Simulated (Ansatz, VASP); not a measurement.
## Ru: VASP beside Ansatz

```
Ru
1.0
     0.00000    1.80983    1.80983
     1.80983    0.00000    1.80983
     1.80983    1.80983    0.00000
Ru
1
Cartesian
  0.0000 0.0000 0.0000
```

Change from the starting cell: equal engineering shear yz, xz and xy +0.0000, equal normal strain along x, y and z -0.0500.

Alike in both runs: task single point; functional PBE; k mesh 20 × 20 × 20; occupations gaussian, width 0.15 eV; no spin polarisation.

|  | VASP | Ansatz |
| --- | --- | --- |
| version | VASP 6.6.1 | Ansatz 0.2.0 |
| potentials or method | VASP PAW PBE potentials, release 64 (Ru_pv) | scalar-relativistic, plane waves, PAW |
| plane-wave cutoff (eV) | 520 | 420 |
| valence electrons in the cell | 14 | 16 |

```tsv
	VASP	Ansatz	Ansatz less VASP
gap on the k mesh at the Fermi level (eV)	none	none	-
pressure (GPa)	68.7	68.4	-0.29
```

A gap of «none» marks a metal or a gap that the smearing closes. The functional is the same, so the differences come from potentials, cutoffs and numerics. The two sets of potentials don't hold the same shells in valence.

Caveats: the cell as given lies far from equilibrium; so large a pressure means that the cell lies far from this level's equilibrium, or that cutoff or potentials fall short (VASP).
